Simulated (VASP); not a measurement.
# Si2W (I4/mmm) in VASP: settings compared

One crystal, Si2W, is run at these levels: PBE, PBE+D3(BJ), PBEsol; tasks: relaxation of cell and atoms.

Everything below comes from runs of VASP 6.6.1. Logs are shortened: lines on timing, memory, paths and dates and some standing lists are left out, and cuts for length are marked.

### 1 Starting point

Symmetry: I4/mmm, No. 139, tetragonal system. The conventional cell has a = 3.215 Å, b = 3.215 Å, c = 7.802 Å, α = 90.00°, β = 90.00°, γ = 90.00°. Around Si (site symmetry 4mm) lie 5 Si at 2.57 to 2.63 Å and 5 W at 2.61 Å. W (site symmetry 4/mmm) has 10 Si at 2.61 Å as nearest neighbours.

The cell is a database's computed one.

### 2 Relaxation of cell and atoms, PBE

Contents of INCAR:

```
PREC     = Accurate       # precision mode
ENCUT    = 600            # plane-wave cutoff, eV
EDIFF    = 1E-7           # SCF threshold, eV
ISMEAR   = 0              # smearing method
SIGMA    = 0.1            # smearing width, eV
LREAL    = F              # projectors in reciprocal space
LASPH    = T              # aspherical terms in the spheres
NELM     = 100            # most SCF steps
ALGO     = Normal         # electronic algorithm
ISIF     = 3              # what is computed and relaxed
LWAVE    = F              # write WAVECAR
LCHARG   = F              # write CHGCAR
GGA      = PE             # functional
IBRION   = 2              # ionic algorithm
NSW      = 90             # ionic steps
EDIFFG   = -0.005         # ionic threshold
```

Contents of KPOINTS:

```
Automatic mesh
0
Gamma
  18 18 18
```

Contents of POSCAR:

```
Si2W
1.0
   -1.6073666700      1.6073666700      3.9010319200
    1.6073666700     -1.6073666700      3.9010319200
    1.6073666700      1.6073666700     -3.9010319200
Si W
2 1
Direct
    0.3349898400      0.3349898400      0.0000000000
    0.6650101600      0.6650101600      0.0000000000
    0.0000000000      0.0000000000      0.0000000000
```

Potentials or basis: VASP PAW PBE potentials, release 64 (Si, W_sv).

Run with:

```console
$ cat potpaw_PBE.64/Si/POTCAR potpaw_PBE.64/W_sv/POTCAR > POTCAR
$ mpirun -np 1 vasp_std > vasp.out
```

OUTCAR:

```text
PREC = Accurate
   ENCUT = 600
   EDIFF = 1E-7
   ISMEAR = 0
   LREAL = F
   LASPH = T
   NELM = 100
   ISIF = 3
   GGA = PE
   IBRION = 2
   NSW = 90
   EDIFFG = -0.005

 ion  position               nearest neighbor table
   1  0.335  0.335  0.000-   2 2.57   3 2.61   3 2.61   3 2.61   3 2.61   3 2.61   2 2.63   2 2.63
                             2 2.63   2 2.63
   2  0.665  0.665  0.000-   1 2.57   3 2.61   3 2.61   3 2.61   3 2.61   3 2.61   1 2.63   1 2.63
                             1 2.63   1 2.63
   3  0.000  0.000  0.000-   2 2.61   2 2.61   2 2.61   1 2.61   2 2.61   1 2.61   1 2.61   1 2.61
                             1 2.61   2 2.61

  LATTYP: Found a body centered tetragonal cell.
 ALAT       =     3.2147333400
 C/A-ratio  =     2.4269707670

  Lattice vectors:

 A1 = (  -1.6073666700,   1.6073666700,   3.9010319200)
 A2 = (   1.6073666700,  -1.6073666700,   3.9010319200)
 A3 = (   1.6073666700,   1.6073666700,  -3.9010319200)

Analysis of symmetry for initial positions (statically):
=====================================================================
 Subroutine PRICEL returns:
 Original cell was already a primitive cell.

 Routine SETGRP: Setting up the symmetry group for a
 body centered tetragonal supercell.

 Subroutine GETGRP returns: Found 16 space group operations
 (whereof 16 operations were pure point group operations)
 out of a pool of 16 trial point group operations.

The static configuration has the point symmetry D_4h.

Analysis of symmetry for dynamics (positions and initial velocities):
=====================================================================
 Subroutine PRICEL returns:
 Original cell was already a primitive cell.

 Routine SETGRP: Setting up the symmetry group for a
 body centered tetragonal supercell.

 Subroutine GETGRP returns: Found 16 space group operations
 (whereof 16 operations were pure point group operations)
 out of a pool of 16 trial point group operations.

The dynamic configuration has the point symmetry D_4h.

 Subroutine INISYM returns: Found 16 space group operations
 (whereof 16 operations are pure point group operations),
 and found     1 'primitive' translations

----------------------------------------------------------------------------------------

                                     Primitive cell

  volume of cell :      40.3153

  direct lattice vectors                    reciprocal lattice vectors
    -1.607366670  1.607366670  3.901031920     0.000000000  0.311067791  0.128171215
     1.607366670 -1.607366670  3.901031920     0.311067791  0.000000000  0.128171215
     1.607366670  1.607366670 -3.901031920     0.311067791  0.311067791  0.000000000

  length of vectors
     4.515008889  4.515008889  4.515008889     0.336438748  0.336438748  0.439916289

  position of ions in fractional coordinates (direct lattice)
     0.334989840  0.334989840  0.000000000
     0.665010160  0.665010160  0.000000000
     0.000000000  0.000000000  0.000000000

  ion indices of the primitive-cell ions
   primitive index   ion index
                 1           1
                 2           2
                 3           3

----------------------------------------------------------------------------------------

 KPOINTS: Automatic mesh

Automatic generation of k-mesh.
 Grid dimensions read from file:
 generate k-points for:   18   18   18

 Generating k-lattice:

  Cartesian coordinates                     Fractional coordinates (reciprocal lattice)
     0.000000000  0.017281544  0.007120623     0.055555556  0.000000000 -0.000000000
     0.017281544  0.000000000  0.007120623     0.000000000  0.055555556 -0.000000000
     0.017281544  0.017281544  0.000000000     0.000000000  0.000000000  0.055555556

  Length of vectors
     0.018691042  0.018691042  0.024439794

  Shift w.r.t. Gamma in fractional coordinates (k-lattice)
     0.000000000  0.000000000  0.000000000

 Subroutine IBZKPT returns following result:
 ===========================================

 Found    480 irreducible k-points:

 Following reciprocal coordinates:
            Coordinates               Weight
  0.000000  0.000000  0.000000      1.000000
  0.055556 -0.000000  0.000000      8.000000
  0.111111 -0.000000  0.000000      8.000000
  0.166667  0.000000  0.000000      8.000000
  0.222222  0.000000 -0.000000      8.000000
  0.277778  0.000000  0.000000      8.000000
[... 16 lines left out ...]
 -0.277778  0.055556  0.000000     16.000000
 -0.222222  0.055556  0.000000     16.000000
 [... further k-points ...]
   k-points           NKPTS =    480   k-points in BZ     NKDIM =    480   number of bands    NBANDS=     15
   number of dos      NEDOS =    301   number of ions     NIONS =      3
   total plane-waves  NPLWV =  46656
   dimension x,y,z NGX =    36 NGY =   36 NGZ =   36
   dimension x,y,z NGXF=    72 NGYF=   72 NGZF=   72
   ions per type =               2   1
   NGX,Y,Z   is equivalent  to a cutoff of  13.26, 13.26, 13.26 a.u.
   NGXF,Y,Z  is equivalent  to a cutoff of  26.51, 26.51, 26.51 a.u.
 SYSTEM =  unknown system
   PREC   = accura    normal or accurate (medium, high low for compatibility)
   ISTART =      0    job   : 0-new  1-cont  2-samecut
   ICHARG =      2    charge: 1-file 2-atom 10-const
   ISPIN  =      1    spin polarized calculation?
   LNONCOLLINEAR =      F non collinear calculations
   LSORBIT =      F    spin-orbit coupling
   LASPH  =      T    aspherical Exc in radial PAW
   ENCUT  =  600.0 eV  44.10 Ry    6.64 a.u.   9.02  9.02  9.02*2*pi/ulx,y,z
   NELM   =    100;   NELMIN=  2; NELMDL= -5     # of ELM steps
   EDIFF  = 0.1E-06   stopping-criterion for ELM
   LREAL  =      F    real-space projection
   EDIFFG = -.5E-02   stopping-criterion for IOM
   NSW    =     90    number of steps for IOM
   IBRION =      2    ionic relax: 0-MD 1-quasi-New 2-CG
   NFREE  =      1    steps in history (QN), initial steepest desc. (CG)
   ISIF   =      3    stress and relaxation
   ISYM   =      2    0-nonsym 1-usesym 2-fastsym
   POTIM  = 0.5000    time-step for ionic-motion
   TEBEG  =    0.0;   TEEND  =   0.0 temperature during run
   PSTRESS=    0.0 pullay stress
   NELECT =      22.0000    total number of electrons
   NUPDOWN=      -1.0000    fix difference up-down
   EMIN   =  10.00;   EMAX   =-10.00  energy-range for DOS
   EFERMI =   0.00;   METHOD = LEGACY
   ISMEAR =     0;   SIGMA  =   0.10  broadening in eV -4-tet -1-fermi 0-gaus
   EFERMI_NEDOS =   21; number of points for ismear=-14 and -15
   IALGO  =     38    algorithm
   IMIX   =      4    mixing-type and parameters
     AMIX     =   0.40;   BMIX     =  1.00
     AMIX_MAG =   1.60;   BMIX_MAG =  1.00
  volume/ion in A,a.u.               =      13.44        90.69
  Fermi-wavevector in a.u.,A,eV,Ry     =   1.337804  2.528084 24.350624  1.789720
  Thomas-Fermi vector in A             =   2.466324
   LORBIT       =      0    0 simple, 1 ext, 2 COOP (PROOUT), +10 PAW based schemes
   GGA     = PE    functional components
   LHFCALC =     F    Hartree Fock is set to
   AEXX    =    0.0000 exact exchange contribution
   IVDW    =     0    specifies the selected vdW correction
   LEPSILON=     F    determine dielectric tensor
   LRPA    =     F    only Hartree local field effects (RPA)
 conjugate gradient relaxation of ions
 non-spin polarized calculation
 Gauss-broadening in eV      SIGMA  =   0.10
  energy-cutoff  :      600.00
  volume of cell :       40.32
 maximum number of plane-waves:      1372
   NGX = 17   NGY = 17   NGZ = 17

--------------------------------------- Ionic step        1  -------------------------------------------

 number of electron      21.9999999 magnetization

 Free energy of the ion-electron system (eV)
  ---------------------------------------------------
  ext. energy  EPLUGINS =         0.00000000
  ---------------------------------------------------
  free energy    TOTEN  =       -24.80549945 eV

  energy without entropy =      -24.80461816  energy(sigma->0) =      -24.80505881

------------------------ aborting loop because EDIFF is reached ----------------------------------------

  FORCE on cell =-STRESS in cart. coord.  units (eV):
  Direction    XX          YY          ZZ          XY          YZ          ZX
  --------------------------------------------------------------------------------------
  -------------------------------------------------------------------------------------
  Total        0.8899160      0.8899160      1.4286694      0.0000000      0.0000000      0.0000000
  in kB       35.3663456     35.3663456     56.7770635      0.0000000      0.0000000      0.0000000
  external PRESSURE =      42.5032516 kB  Pullay stress =       0.0000000 kB
[... 244 lines left out ...]
  energy  without entropy=      -24.8150157779  energy(sigma->0) =      -24.81546965

--------------------------------------- Ionic step        8  -------------------------------------------

 number of electron      22.0000000 magnetization

 Free energy of the ion-electron system (eV)
  ---------------------------------------------------
  ext. energy  EPLUGINS =         0.00000000
  ---------------------------------------------------
  free energy    TOTEN  =       -24.81592573 eV

  energy without entropy =      -24.81501912  energy(sigma->0) =      -24.81547242

 E-fermi :  11.7492     XC(G=0): -12.4579

 val. band max:       11.7295521876   @ k =  -0.3889   0.5000   0.3333
 cond. band min:      11.7864321451   @ k =  -0.3889  -0.4444   0.3889
 fundamental gap:      0.0568799574
 Fermi energy:        11.7491558062

 k-point     1 :       0.0000    0.0000    0.0000
  band No.  band energies     occupation
      1     -62.1373      2.00000
      2     -26.3834      2.00000
      3     -26.3705      2.00000
      4     -26.3705      2.00000
      5      -2.2066      2.00000
      6       4.9937      2.00000
      7       7.9900      2.00000
      8       8.5020      2.00000
      9       8.9443      2.00000
     10       8.9443      2.00000
     11      12.3504      0.00000
     12      14.3935      0.00000
     13      14.7306      0.00000
     14      14.7789      0.00000
     15      14.7789      0.00000
[... 397 lines left out ...]
 k-point    24 :      -0.2222    0.0556    0.0000
  band No.  band energies     occupation
      1     -62.1342      2.00000
      2     -26.4549      2.00000
      3     -26.3758      2.00000
      4     -26.3688      2.00000
      5      -1.3105      2.00000
      6       5.0867      2.00000
      7       6.4358      2.00000
      8       8.1810      2.00000
      9       8.9245      2.00000
     10       9.6391      2.00000
     11      10.3520      2.00000
     12      13.3019      0.00000
     13      13.9266      0.00000
     14      16.0952      0.00000
     15      16.2037      0.00000

 [... further k-points ...]

------------------------ aborting loop because EDIFF is reached ----------------------------------------

  FORCE on cell =-STRESS in cart. coord.  units (eV):
  Direction    XX          YY          ZZ          XY          YZ          ZX
  --------------------------------------------------------------------------------------
  -------------------------------------------------------------------------------------
  Total        0.0006941      0.0006941     -0.0091602      0.0000000     -0.0000000     -0.0000000
  in kB        0.0270959      0.0270959     -0.3576158      0.0000000     -0.0000000     -0.0000000
  external PRESSURE =      -0.1011414 kB  Pullay stress =       0.0000000 kB
[... 18 lines left out ...]
  FREE ENERGIE OF THE ION-ELECTRON SYSTEM (eV)
  ---------------------------------------------------
  free  energy   TOTEN  =       -24.8159257292 eV

  energy  without entropy=      -24.8150191162  energy(sigma->0) =      -24.81547242

 reached required accuracy - stopping structural energy minimisation
```

It took 22 min on 1 thread of AMD EPYC 9R14 (Zen 4), shared host; peak memory 0.48 GiB.

Results:

```
Free energy                            : -24.8159 eV
Relaxed volume                         : 13.68 Å³/atom
Relaxed cell                           : a = 4.549 Å, b = 4.549 Å, c = 4.549 Å, α = 138.41°, β = 138.41°, γ = 60.27°
Space group after relaxing (to 0.05 Å) : I4/mmm (No. 139)
Energy gained by relaxing              : 3.5 meV/atom
Ionic steps                            : 8
Pressure after relaxing                : 0.0 GPa
Band gap on the k mesh                 : none (metal or under the smearing width)
```

Forces on the atoms (eV/Å):
```
Si   0.000  0.000 -0.003
Si   0.000  0.000  0.003
W    0.000  0.000  0.000
```

The path:
| step | energy change (eV) | largest force (eV/Å) | pressure (GPa) | volume (Å³) |
| --- | --- | --- | --- | --- |
| 1 | 0.0000 | 0.1205 | 4.25 | 40.32 |
| 2 | 0.0225 | 0.1317 | -6.98 | 42.43 |
| 3 | -0.0104 | 0.0233 | -0.09 | 41.06 |
| 4 | -0.0104 | 0.0252 | 0.00 | 41.05 |
| 5 | -0.0104 | 0.0056 | 0.05 | 41.03 |
| 6 | -0.0104 | 0.0073 | 0.05 | 41.03 |
| 7 | -0.0104 | 0.0016 | -0.06 | 41.05 |
| 8 | -0.0104 | 0.0026 | -0.01 | 41.04 |

Final structure:
```cif
data_structure
_symmetry_space_group_name_H-M 'P 1'
_symmetry_Int_Tables_number 1
_cell_length_a 4.5489
_cell_length_b 4.5489
_cell_length_c 4.5489
_cell_angle_alpha 138.412
_cell_angle_beta 138.412
_cell_angle_gamma 60.273
_cell_volume 41.04
loop_
_atom_site_label
_atom_site_type_symbol
_atom_site_fract_x
_atom_site_fract_y
_atom_site_fract_z
_atom_site_occupancy
Si1 Si 0.33458 0.33458 0.00000 1
Si2 Si 0.66542 0.66542 0.00000 1
W1 W 0.00000 0.00000 0.00000 1
```

### 3 Relaxation of cell and atoms, PBE+D3(BJ)

INCAR, as its differences from that of step 2:

```diff
@@ -13,2 +13,3 @@
 GGA      = PE             # functional
+IVDW     = 12             # dispersion correction
 IBRION   = 2              # ionic algorithm
```

KPOINTS is that of step 2.

POSCAR is that of step 2.

Potentials or basis: VASP PAW PBE potentials, release 64 (Si, W_sv).

Run with:

```console
$ cat potpaw_PBE.64/Si/POTCAR potpaw_PBE.64/W_sv/POTCAR > POTCAR
$ mpirun -np 1 vasp_std > vasp.out
```

Wall time 19 min (1 thread of AMD EPYC 9R14 (Zen 4), shared host); peak memory 0.47 GiB.

Results (log left out):

```
Free energy                            : -26.5344 eV
Relaxed volume                         : 13.26 Å³/atom
Relaxed cell                           : a = 4.506 Å, b = 4.506 Å, c = 4.506 Å, α = 138.48°, β = 138.48°, γ = 60.17°
Space group after relaxing (to 0.05 Å) : I4/mmm (No. 139)
Energy gained by relaxing              : 2.2 meV/atom
Ionic steps                            : 6
Pressure after relaxing                : 0.0 GPa
Band gap on the k mesh                 : none (metal or under the smearing width)
Dispersion energy per atom             : -0.582 eV
```

Forces in eV/Å, atoms in the order of the input:
```
Si   0.000  0.000  0.003
Si   0.000  0.000 -0.003
W    0.000  0.000  0.000
```

The path:
```tsv
step	energy change (eV)	largest force (eV/Å)	pressure (GPa)	volume (Å³)
1	0.0000	0.1118	-2.83	40.32
2	0.0069	0.0912	5.24	38.95
3	-0.0060	0.1037	0.31	39.75
4	-0.0065	0.0029	-0.16	39.80
5	-0.0066	0.0268	-0.03	39.78
6	-0.0067	0.0029	0.01	39.78
```

Final structure:
```yaml
crystal:
  lattice:
    - [-1.59703, 1.59703, 3.89887]
    - [1.59703, -1.59703, 3.89887]
    - [1.59703, 1.59703, -3.89887]
  atoms:
    - { symbol: Si, position: [0.33409, 0.33409, 0.00000] }
    - { symbol: Si, position: [0.66591, 0.66591, 0.00000] }
    - { symbol: W, position: [0.00000, 0.00000, 0.00000] }
```

Levels at points of the mesh, in eV from the Fermi level:
```csv
k point,band 8,band 9,band 10,band 11,band 12,band 13,band 14,band 15
"(0.00, 0.00, 0.00)",-3.40,-2.90,-2.90,0.65,2.83,2.85,3.15,3.15
"(0.50, 0.00, 0.00)",-4.91,-2.84,-2.82,-0.46,2.79,2.80,3.98,4.54
"(0.50, 0.50, 0.00)",-5.52,-5.10,-3.33,-1.75,2.81,3.06,3.22,3.93
"(0.50, 0.50, 0.50)",-2.65,-0.85,-0.85,-0.51,-0.51,0.83,4.52,5.08
```

Caveat: pairwise dispersion overbinds metals, which lowers pressure and volume. The run has no spin-orbit coupling, so splittings on W are missing.

### 4 Relaxation of cell and atoms, PBEsol

INCAR, as its differences from that of step 3:

```diff
@@ -1,3 +1,3 @@
 PREC     = Accurate       # precision mode
-ENCUT    = 600            # plane-wave cutoff, eV
+ENCUT    = 300            # plane-wave cutoff, eV
 EDIFF    = 1E-7           # SCF threshold, eV
@@ -12,4 +12,3 @@
 LCHARG   = F              # write CHGCAR
-GGA      = PE             # functional
-IVDW     = 12             # dispersion correction
+GGA      = PS             # functional
 IBRION   = 2              # ionic algorithm
```

KPOINTS is that of step 3.

POSCAR is that of step 3.

Run with:

```console
$ cat potpaw_PBE.64/Si/POTCAR potpaw_PBE.64/W_sv/POTCAR > POTCAR
$ mpirun -np 1 vasp_std > vasp.out
```

It took 9.3 min on 1 thread of AMD EPYC 9R14 (Zen 4), shared host; peak memory 0.25 GiB.

It converged, with:

```yaml
Free_energy: -26.6265 eV
Relaxed_volume: 13.35 Å³/atom
Relaxed_cell: a = 4.516 Å, b = 4.516 Å, c = 4.516 Å, α = 138.47°, β = 138.47°, γ = 60.18°
Space_group_after_relaxing_to_0.05_Å: I4/mmm (No. 139)
Energy_gained_by_relaxing: 0.8 meV/atom
Ionic_steps: 6
Pressure_after_relaxing: 0.0 GPa
Band_gap_on_the_k_mesh: none (metal or under the smearing width)
```

Step by step:
```tsv
step	energy change (eV)	largest force (eV/Å)	pressure (GPa)	volume (Å³)
1	0.0000	0.0719	-1.33	40.32
2	0.0007	0.0366	2.29	39.67
3	-0.0022	0.0551	0.33	40.01
4	-0.0023	0.0097	-0.31	40.10
5	-0.0024	0.0190	-0.02	40.06
6	-0.0024	0.0011	0.00	40.05
```

Final structure:
```
Si W
1.0
    -1.60092    1.60092    3.90697
     1.60092   -1.60092    3.90697
     1.60092    1.60092   -3.90697
Si W
2 1
Cartesian
  1.6009 1.6009 -1.2934
  0.0000 0.0000 5.2003
  0.0000 0.0000 0.0000
```

Levels at points of the mesh, in eV from the Fermi level:
```
           k point  band 7  band 8  band 9  band 10  band 11  band 12  band 13  band 14  band 15
(0.00, 0.00, 0.00)   -3.73   -3.40   -2.87    -2.87     0.63     2.83     2.88     3.14     3.14
(0.50, 0.00, 0.00)   -5.80   -4.88   -2.82    -2.81    -0.45     2.73     2.82     3.97     4.49
(0.50, 0.50, 0.00)   -6.05   -5.47   -5.06    -3.31    -1.75     2.83     3.00     3.17     3.92
(0.50, 0.50, 0.50)   -3.93   -2.62   -0.82    -0.82    -0.51    -0.51     0.81     4.53     4.99
```

Caveat: the cutoff is under 1.25 times the usual one of these potentials, so pressure, stress and relaxed cells hold a basis-set (Pulay) error; the PAW data sets were made with another functional, which shifts forces and pressure a little.

### 5 Overview

```tsv
level	cutoff (eV)	gap on the mesh (eV)	pressure (GPa)	relaxed volume (Å³/atom)
PBE	600	none	0.0	13.68
PBE+D3(BJ)	600	none	0.0	13.26
PBEsol	300	none	0.0	13.35
```

Alike in all rows: task relaxation of cell and atoms; potentials or basis VASP PAW PBE potentials, release 64 (Si, W_sv); no spin polarisation; cell relaxed; k mesh 18 × 18 × 18; smearing gaussian 0.1 eV.

Caveats: pairwise dispersion overbinds metals, which lowers pressure and volume (some runs); the cutoff is under 1.25 times the usual one of these potentials, so pressure, stress and relaxed cells hold a basis-set (Pulay) error (some runs); the PAW data sets were made with another functional, which shifts forces and pressure a little (some runs).

Total energies depend on the potentials used, so only differences within one code and one set of settings carry meaning.
